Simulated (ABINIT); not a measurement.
Runs of ABINIT 10.8.3 (patched build) on Na2S. The structure is cubic, space group Fm-3m (No. 225). Conventional cell: a = 6.547 Å, b = 6.547 Å, c = 6.547 Å, α = 90.00°, β = 90.00°, γ = 90.00°. S (site symmetry m-3m) is surrounded by 8 Na at 2.83 Å. Around Na (site symmetry -43m) lie 4 S at 2.83 Å. 

```tsv
task	level	potentials or basis	k mesh	cutoff (eV)	fine-grid cutoff	gap on the mesh (eV)	V0 of scaled cells (Å³/atom)	B0 (GPa)
band structure	TB-mBJ	JTH PAW LDA v2.0	7 × 7 × 7	1306	1959.22 eV	4.92	-	-
equation of state	PBE	JTH PAW PBE v2.0	7 × 7 × 7	1088	1687.11 eV	-	(b)	27
equation of state	r2SCAN	JTH PAW PBE v2.0	5 × 5 × 5	1306	1959.22 eV	-	(a)	30
band structure	PBE	JTH PAW PBE v2.0	7 × 7 × 7	1088	1687.11 eV	2.46	-	-
```

Alike in all rows: no spin polarisation; cell as given; smearing fermi-dirac 0.05 eV.

Problem. Fill in the values left out.

Solution. (a) 23.17; (b) 23.79.

Caveats: the PAW data sets were made with another functional, which shifts forces and pressure a little (some runs); pressures at fixed basis lie under the slope of the energies (some runs); the constant c of TB-mBJ comes from the pseudo density here, which moves gaps by up to 0.3 eV between sets of potentials (some runs).

A k mesh can miss the band edges.

Not every run made on this cell is shown here.
